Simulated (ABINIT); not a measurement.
**Ir: equation of state with PBE+D4**

Crystal: Ir.

```
CELL_PARAMETERS angstrom
0.00000 1.91560 1.91560
1.91560 0.00000 1.91560
1.91560 1.91560 0.00000
ATOMIC_POSITIONS crystal
Ir 0.00000 0.00000 0.00000
```

```json
{
  "Program": "ABINIT 10.8.3 (patched build)",
  "Task": "equation of state",
  "Functional": "PBE",
  "Dispersion": "D4",
  "Potentials or basis": "JTH PAW PBE v2.0",
  "Cutoff": "435 eV",
  "k mesh": "12 × 12 × 12",
  "Occupations": "fermi-dirac, width 0.05 eV",
  "Spin": "no spin polarisation",
  "Dispersion computed by": "dftd4 4.3.1",
  "Fine-grid cutoff": "870.764 eV"
}
```

- Equilibrium volume: 14.10 Å³/atom
- Bulk modulus: 381 GPa
- Pressure derivative of the bulk modulus: 6.0 (rough: it moves with the points fitted)

Energy against volume, from the lowest point:
```tsv
volume (Å³/atom)	energy (meV/atom)
13.215	77.32
13.496	33.97
13.778	8.98
14.059	0.00
14.340	4.02
14.621	19.91
14.902	46.85
```

Wall time 73 s on 1 thread of Arm Neoverse V1, with other jobs on the host, peak memory 0.09 GiB.

Caveat: pressures at fixed basis lie under the slope of the energies; the log and the count of SCF iterations are those of the last ABINIT call alone. Zero-point motion and thermal expansion aren't in these numbers.
